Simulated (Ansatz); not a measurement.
# Zone-centre phonons of BN at 35 GPa: input and output

All numbers below come from DFT PBEsol, scalar-relativistic, plane waves, PAW in Ansatz.

Launched with:
```bash
ansatz run input.yaml --threads 1 --pin off --max-ram 3072MiB --backend cpu --events-out ev --progress --plain --runs-dir out
```

Input (bare energies are in eV):
```yaml
crystal:
  lattice:
    - [2.4746362863, 0.0, 0.0]
    - [-1.2373181432, 2.1430978891, 0.0]
    - [0.0, 0.0, 4.0964963811]
  atoms:
    - { symbol: B, position: [0.6666666667, 0.3333333333, 0.9994351503] }
    - { symbol: B, position: [0.3333333333, 0.6666666667, 0.4994351503] }
    - { symbol: "N", position: [0.6666666667, 0.3333333333, 0.6255648497] }
    - { symbol: "N", position: [0.3333333333, 0.6666666667, 0.1255648497] }
basis:
  ecutwfc: 420
kpoints:
  mp_grid: { grid: [12, 12, 6] }
hamiltonian:
  xc: pbesol
scf:
  occupations: { method: fixed }
output:
  eigenvalues: true
phonons:
  method: dfpt
  dielectric: true
  rigid_motions: translations
  eigenvectors: true
```

Results section of the output:
```
--- Phonons (Γ-DFPT): 4 representative perturbations + reference, on 242 of 864 k-points (Σ response iterations 12) ---
  k mesh reduced under 2 symmetry operations, with k and −k counted as one. Each operation leaves every solved perturbation unchanged. A smaller set is not considered because the run solves the response ...
  ASR residual: 4.272e-5 → 0.000e0 eV/Å²; symmetrization residual: 8.628e-5 eV/Å²
  ASR residual per site (eV/Å²): 4.27e-5 4.27e-5 1.67e-5 1.67e-5
  Γ frequencies (cm⁻¹): 0.00 0.00 0.00 474.31 474.31 1074.73 1075.66 1075.66 1135.63 1162.82 1162.82 1178.88
  ε∞ (high-frequency dielectric tensor):
        4.528112    -0.000000     0.000000
       -0.000000     4.528112     0.000000
        0.000000     0.000000     4.677036
  ε⁰ (static dielectric tensor: ions relaxed, cell fixed):
        6.307373    -0.000000     0.000000
       -0.000000     6.307373     0.000000
        0.000000     0.000000     6.743761
  ε⁰ − ε∞ (ionic part):
        1.779260    -0.000000     0.000000
       -0.000000     1.779260     0.000000
        0.000000     0.000000     2.066725
  softest optical mode at Γ: 474.31 cm⁻¹; the repairs (sum rule, projections) moved no ω² at Γ by more than (5.21 cm⁻¹)²
  Born effective charges Z* (e; rows j = field, columns β = displacement):
    site 0:
         1.80011   -0.00000    0.00000
        -0.00000    1.80011    0.00000
        -0.00000    0.00000    1.89472
    site 1:
         1.80011   -0.00000    0.00000
        -0.00000    1.80011   -0.00000
         0.00000    0.00000    1.89472
    site 2:
        -1.80011    0.00000   -0.00000
         0.00000   -1.80011    0.00000
         0.00000   -0.00000   -1.89472
    site 3:
        -1.80011    0.00000   -0.00000
         0.00000   -1.80011   -0.00000
        -0.00000   -0.00000   -1.89472
  Z* charge neutrality: 9.550e-4 e pre-enforcement
  solved inside a basis spanned on kpoints, on 12×12×6 k-points, its susceptibility summed on 16×16×8: ε∞ is read to err by 1.2e-2, Z* by 6.9e-3 e (field_mesh: kpoints solves on kpoints); Z* is corrected for ...
  optical modes at Γ without the LO–TO term, one row a degenerate level:
      ω (cm⁻¹) modes IR ((D/Å)²/amu)
        474.31      2             0.0000
       1074.73      1             0.0000
       1075.66      2             0.0000
       1135.63      1            27.1494
       1162.82      2            49.0117
       1178.88      1             0.0000
  optical modes at Γ + LO–TO along q̂ = [1.0000, 0.0000, 0.0000]:
      ω (cm⁻¹) modes IR ((D/Å)²/amu)
        474.31      2             0.0000
       1074.73      1             0.0000
       1075.66      2             0.0000
       1135.63      1            27.1494
       1162.82      1            24.5058
       1178.88      1             0.0000
       1372.39      1            24.5058
  optical modes at Γ + LO–TO along q̂ = [0.0000, 1.0000, 0.0000]:
      ω (cm⁻¹) modes IR ((D/Å)²/amu)
        474.31      2             0.0000
       1074.73      1             0.0000
       1075.66      2             0.0000
       1135.63      1            27.1494
       1162.82      1            24.5058
       1178.88      1             0.0000
       1372.39      1            24.5058
  optical modes at Γ + LO–TO along q̂ = [0.0000, 0.0000, 1.0000]:
      ω (cm⁻¹) modes IR ((D/Å)²/amu)
        474.31      2             0.0000
       1074.73      1             0.0000
       1075.66      2             0.0000
       1162.82      2            49.0117
       1178.88      1             0.0000
       1363.64      1            27.1494
```

The run took 74 s on 1 thread of Arm Neoverse V2, on a shared host, peak memory 0.58 GiB.

Other phases may be more stable at this pressure.

This wurtzite form isn't the usual stable structure of the compound at low pressure.